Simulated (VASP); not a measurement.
# YN (Fm-3m) in VASP: elastic constants with r2SCAN

Aim: the elastic constants of YN with r2SCAN.

Everything below comes from runs of VASP 6.6.1. Logs are shortened: lines on timing, memory, paths and dates and some standing lists are left out, and cuts for length are marked.

### 1 The structure

It takes space group Fm-3m (No. 225, cubic). The conventional cell has a = 4.897 Å, b = 4.897 Å, c = 4.897 Å, α = 90.00°, β = 90.00°, γ = 90.00°. Y (site symmetry m-3m) has 6 N at 2.45 Å as nearest neighbours. N (site symmetry m-3m) has 6 Y at 2.45 Å as nearest neighbours.

The cell comes from a database or a generator and needn't be the stable form of this composition.

### 2 Elastic constants, r2SCAN

POSCAR

```
YN
1.0
    0.0000000000      2.4483614500      2.4483614500
    2.4483614500      0.0000000000      2.4483614500
    2.4483614500      2.4483614500      0.0000000000
Y N
1 1
Direct
    0.0000000000      0.0000000000      0.0000000000
    0.5000000000      0.5000000000      0.5000000000
```

INCAR.step1

```
SYSTEM = YN
PREC = Accurate
ENCUT = 600
EDIFF = 1E-8
ISMEAR = 0
SIGMA = 0.1
LREAL = .FALSE.
LASPH = .TRUE.
NELM = 100
ALGO = Normal
ISIF = 3
LWAVE = .FALSE.
LCHARG = .FALSE.
METAGGA = R2SCAN
LMIXTAU = .TRUE.
IBRION = 2
NSW = 40
EDIFFG = -0.002
```

INCAR.step2

```
SYSTEM = YN
PREC = Accurate
ENCUT = 600
EDIFF = 1E-8
ISMEAR = 0
SIGMA = 0.1
LREAL = .FALSE.
LASPH = .TRUE.
NELM = 100
ALGO = Normal
ISIF = 3
LWAVE = .FALSE.
LCHARG = .FALSE.
METAGGA = R2SCAN
LMIXTAU = .TRUE.
IBRION = 6
NFREE = 2
POTIM = 0.015
NSW = 1
```

KPOINTS

```
regular mesh
0
G
  12 12 12
  0 0 0
```

Potentials or basis: VASP PAW PBE potentials, release 64 (Y_sv, N).

Command:

```bash
cat potpaw_PBE.64/Y_sv/POTCAR potpaw_PBE.64/N/POTCAR > POTCAR
cp INCAR.step1 INCAR
mpirun -np 1 vasp_std > vasp.out
cp CONTCAR POSCAR
cp INCAR.step2 INCAR
mpirun -np 1 vasp_std > vasp.out
```

OUTCAR:

```text
SYSTEM = YN
   PREC = Accurate
   ENCUT = 600
   EDIFF = 1E-8
   ISMEAR = 0
   LREAL = .FALSE.
   LASPH = .TRUE.
   NELM = 100
   ISIF = 3
   METAGGA = R2SCAN
   IBRION = 6
   NFREE = 2
   POTIM = 0.015
   NSW = 1

 ion  position               nearest neighbor table
   1  0.000  0.000  0.000-   2 2.45   2 2.45   2 2.45   2 2.45   2 2.45   2 2.45
   2  0.500  0.500  0.500-   1 2.45   1 2.45   1 2.45   1 2.45   1 2.45   1 2.45

  LATTYP: Found a face centered cubic cell.
 ALAT       =     4.8967229000

  Lattice vectors:

 A1 = (   0.0000000000,   2.4483614500,   2.4483614500)
 A2 = (   2.4483614500,   0.0000000000,   2.4483614500)
 A3 = (   2.4483614500,   2.4483614500,   0.0000000000)

Analysis of symmetry for initial positions (statically):
=====================================================================
 Subroutine PRICEL returns:
 Original cell was already a primitive cell.

 Routine SETGRP: Setting up the symmetry group for a
 face centered cubic supercell.

 Subroutine GETGRP returns: Found 48 space group operations
 (whereof 48 operations were pure point group operations)
 out of a pool of 48 trial point group operations.

The static configuration has the point symmetry O_h .

Analysis of symmetry for dynamics (positions and initial velocities):
=====================================================================
 Subroutine PRICEL returns:
 Original cell was already a primitive cell.

 Routine SETGRP: Setting up the symmetry group for a
 face centered cubic supercell.

 Subroutine GETGRP returns: Found 48 space group operations
 (whereof 48 operations were pure point group operations)
 out of a pool of 48 trial point group operations.

The dynamic configuration has the point symmetry O_h .

 Subroutine INISYM returns: Found 48 space group operations
 (whereof 48 operations are pure point group operations),
 and found     1 'primitive' translations

----------------------------------------------------------------------------------------

                                     Primitive cell

  volume of cell :      29.3533

  direct lattice vectors                    reciprocal lattice vectors
     0.000000000  2.448361450  2.448361450    -0.204218213  0.204218213  0.204218213
     2.448361450  0.000000000  2.448361450     0.204218213 -0.204218213  0.204218213
     2.448361450  2.448361450  0.000000000     0.204218213  0.204218213 -0.204218213

  length of vectors
     3.462505968  3.462505968  3.462505968     0.353716321  0.353716321  0.353716321

  position of ions in fractional coordinates (direct lattice)
     0.000000000  0.000000000  0.000000000
     0.500000000  0.500000000  0.500000000

  ion indices of the primitive-cell ions
   primitive index   ion index
                 1           1
                 2           2

----------------------------------------------------------------------------------------

 KPOINTS: regular mesh

Automatic generation of k-mesh.
 Grid dimensions read from file:
 generate k-points for:   12   12   12

 Generating k-lattice:

  Cartesian coordinates                     Fractional coordinates (reciprocal lattice)
    -0.017018184  0.017018184  0.017018184     0.083333333  0.000000000  0.000000000
[... 115 lines left out ...]
  --------------------------------------------------------------------------------------
  -------------------------------------------------------------------------------------
  Total       -0.0029926     -0.0029926     -0.0029926      0.0000000      0.0000000      0.0000000
  in kB       -0.1633462     -0.1633462     -0.1633462      0.0000000      0.0000000      0.0000000
  external PRESSURE =      -0.1633462 kB  Pullay stress =       0.0000000 kB
[... 89 lines left out ...]
  FREE ENERGIE OF THE ION-ELECTRON SYSTEM (eV)
  ---------------------------------------------------
  free  energy   TOTEN  =       -33.4356867675 eV

  energy  without entropy=      -33.4356866110  energy(sigma->0) =      -33.43568669

[... ionic steps 4 to 14 ...]

--------------------------------------- Ionic step       15  -------------------------------------------

 number of electron      16.0000001 magnetization

------------------------ aborting loop because EDIFF is reached ----------------------------------------
[... 67 lines left out ...]
--------------------------------------- Ionic step       17  -------------------------------------------

 number of electron      16.0000001 magnetization

 Free energy of the ion-electron system (eV)
  ---------------------------------------------------
  ext. energy  EPLUGINS =         0.00000000
  ---------------------------------------------------
  free energy    TOTEN  =       -33.44277650 eV

  energy without entropy =      -33.44277648  energy(sigma->0) =      -33.44277649

 E-fermi :   4.2919     XC(G=0): -11.8542

 val. band max:        3.9894668147   @ k =   0.0000   0.0000   0.0000
 cond. band min:       4.5891253786   @ k =   0.0000   0.5000   0.5000
 fundamental gap:      0.5996585639
 Fermi energy:         4.2918749336

 k-point     1 :       0.0000    0.0000    0.0000
  band No.  band energies     occupation
      1     -38.1985      2.00000
      2     -17.1862      2.00000
      3     -17.1862      2.00000
      4     -17.1862      2.00000
      5      -9.6568      2.00000
      6       3.9893      1.99998
      7       3.9894      1.99998
      8       3.9895      1.99998
      9       7.5650      0.00000
     10       7.5671      0.00000
     11       7.5671      0.00000
     12       8.8235      0.00000
[... 331 lines left out ...]
 k-point    24 :      -0.4167    0.1667    0.0000
  band No.  band energies     occupation
      1     -38.0664      2.00000
      2     -18.1982      2.00000
      3     -17.4482      2.00000
      4     -17.3006      2.00000
      5      -8.2012      2.00000
      6       0.4832      2.00000
      7       1.9095      2.00000
      8       2.0378      2.00000
      9       9.3789      0.00000
     10       9.8635      0.00000
     11      10.7073      0.00000
     12      12.6287      0.00000

 [... further k-points ...]

------------------------ aborting loop because EDIFF is reached ----------------------------------------

  FORCE on cell =-STRESS in cart. coord.  units (eV):
  Direction    XX          YY          ZZ          XY          YZ          ZX
  --------------------------------------------------------------------------------------
  -------------------------------------------------------------------------------------
  Total        0.0040630     -0.0044376     -0.0044376     -0.0000000     -0.0000000      0.0000000
  in kB        0.2217697     -0.2422179     -0.2422179     -0.0000000     -0.0000000      0.0000000
  external PRESSURE =      -0.0875554 kB  Pullay stress =       0.0000000 kB
[... 17 lines left out ...]
  FREE ENERGIE OF THE ION-ELECTRON SYSTEM (eV)
  ---------------------------------------------------
  free  energy   TOTEN  =       -33.4427764995 eV

  energy  without entropy=      -33.4427764786  energy(sigma->0) =      -33.44277649

 INTERNAL STRAIN TENSORS FROM STRAINED CELLS
 ============================================

 INTERNAL STRAIN TENSOR FOR ION    1 for displacements in x,y,z  (eV/Angst):
          X           Y           Z          XY          YZ          ZX
  --------------------------------------------------------------------------------
  x     0.00000     0.00000    -0.00000     0.00000    -0.00000    -0.00000
  y     0.00000     0.00000    -0.00000     0.00000    -0.00000    -0.00000
  z    -0.00000    -0.00000    -0.00000     0.00000    -0.00000    -0.00000

 INTERNAL STRAIN TENSORS FROM DISPLACED ATOMS
 ============================================

 INTERNAL STRAIN TENSOR FOR ION    1 for displacements in x,y,z  (eV/Angst):
          X           Y           Z          XY          YZ          ZX
  --------------------------------------------------------------------------------
  x     0.00000     0.00000     0.00000     0.00000     0.00000     0.00000
  y     0.00000     0.00000     0.00000     0.00000     0.00000     0.00000
  z     0.00000     0.00000     0.00000     0.00000     0.00000     0.00000

 INTERNAL STRAIN TENSOR FOR ION    2 for displacements in x,y,z  (eV/Angst):
          X           Y           Z          XY          YZ          ZX
  --------------------------------------------------------------------------------
  x     0.00000     0.00000     0.00000     0.00000     0.00000     0.00000
  y     0.00000     0.00000     0.00000     0.00000     0.00000     0.00000
  z     0.00000     0.00000     0.00000     0.00000     0.00000     0.00000

 Eigenvectors and eigenvalues of the dynamical matrix
 ----------------------------------------------------

   1 f  =    6.081558 THz    38.211555 2PiTHz  202.858934 cm-1    25.151291 meV
             X         Y         Z           dx          dy          dz
      0.000000  0.000000  0.000000     0.000000    0.368146    0.000000
      2.448361  2.448361  2.448361     0.000000   -0.929768    0.000000
[... 21 lines left out ...]
   6 f/i=    0.004645 THz     0.029185 2PiTHz    0.154940 cm-1     0.019210 meV
             X         Y         Z           dx          dy          dz
      0.000000  0.000000  0.000000     0.000000    0.000000    0.929768
      2.448361  2.448361  2.448361     0.000000    0.000000    0.368146

--------------------------------------------------------------------------------------------------------

 ELASTIC MODULI CONTR FROM IONIC RELAXATION (kBar)
 Direction    XX          YY          ZZ          XY          YZ          ZX
 --------------------------------------------------------------------------------
 XX           0.0000      0.0000      0.0000      0.0000      0.0000      0.0000
 YY           0.0000      0.0000      0.0000      0.0000      0.0000      0.0000
 ZZ           0.0000      0.0000      0.0000      0.0000      0.0000      0.0000
 XY           0.0000      0.0000      0.0000      0.0000      0.0000      0.0000
 YZ           0.0000      0.0000      0.0000      0.0000      0.0000      0.0000
 ZX           0.0000      0.0000      0.0000      0.0000      0.0000      0.0000
 --------------------------------------------------------------------------------

 TOTAL ELASTIC MODULI (kBar)
 Direction    XX          YY          ZZ          XY          YZ          ZX
 --------------------------------------------------------------------------------
 XX        3354.1884    872.3923    872.3923     -0.0000      0.0000      0.0000
 YY         872.3923   3354.1884    872.3923      0.0000     -0.0000      0.0000
 ZZ         872.3923    872.3923   3354.1884      0.0000     -0.0000      0.0000
 XY          -0.0000      0.0000      0.0000   1315.2279      0.0000      0.0000
 YZ           0.0000     -0.0000     -0.0000      0.0000   1315.2279     -0.0000
 ZX           0.0000      0.0000      0.0000      0.0000     -0.0000   1315.2279
 --------------------------------------------------------------------------------
```

Wall time 85 min (1 thread of Intel Xeon Platinum 8488C (Sapphire Rapids), shared host); peak memory 0.55 GiB.

What came out:

| Property | Result |
| --- | --- |
| Elastic constants C11, C12, C44 | 335, 87, 132 GPa |
| Voigt bulk modulus | 170 GPa |
| Highest phonon frequency at Γ, LO-TO splitting left out | 203 cm⁻¹ |

Phonon frequencies in cm⁻¹ (negative: imaginary):
| q point | frequencies |
| --- | --- |
| (0.000, 0.000, 0.000) | 0 0 0 203 203 203 |

Elastic tensor in Voigt notation (GPa, in the Cartesian axes of the cell as first typed):
```
335  87  87   0   0   0
 87 335  87   0   0   0
 87  87 335   0   0   0
  0   0   0 132   0   0
  0   0   0   0 132   0
  0   0   0   0   0 132
```

Clamped-ion elastic tensor (GPa):
```
335  87  87   0   0   0
 87 335  87   0   0   0
 87  87 335   0   0   0
  0   0   0 132   0   0
  0   0   0   0 132   0
  0   0   0   0   0 132
```

Caveat: the PAW data sets were made with another functional, which shifts forces and pressure a little.
